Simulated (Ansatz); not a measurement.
Runs of Ansatz 0.2.0 on Sn. Symmetry: Fd-3m, No. 227, cubic system. Conventional cell: a = 6.467 Å, b = 6.467 Å, c = 6.467 Å, α = 90.00°, β = 90.00°, γ = 90.00°. Sn (site symmetry -43m) is surrounded by 4 Sn at 2.80 Å. This isn't the form of Sn at room conditions, which is tetragonal (white tin).

```tsv
task	level	cell	cutoff (eV)	points for each segment of the path	gap on the mesh (eV)	pressure (GPa)	relaxed volume (Å³/atom)
relaxation of cell and atoms	HSE06	relaxed	420	-	none	0.0	35.62
relaxation of cell and atoms	HSEsol	relaxed	420	-	none	0.0	(a)
band structure	HSEsol	as given	420	4	none	(b)	-
single point	r2SCANh	as given	500	-	none	2.2	-
band structure	HSE06	as given	420	4	none	2.4	-
```

Alike in all rows: potentials or basis Ansatz PAW; no spin polarisation; k mesh 4 × 4 × 4; smearing fermi-dirac 0.05 eV; the mesh is coarse, so values aren't converged.

Fill in the values left out.

(a) 34.50; (b) 1.0.

Caveats: all runs use coarse meshes; the PAW data sets come from PBE, with cores solved anew for the run's functional, which leaves a small shift of forces and pressure; the thresholds are loose for stress (some runs); the plane-wave basis is chosen anew once the cell has moved, so the energies of steps on either side of that aren't comparable (some runs); spin-orbit coupling is left out, which moves the levels of the heavy elements (some runs).

A k mesh can miss the band edges, and the runs leave out spin-orbit coupling on Sn.

A gap of «none» marks a metal or a gap under the smearing width.
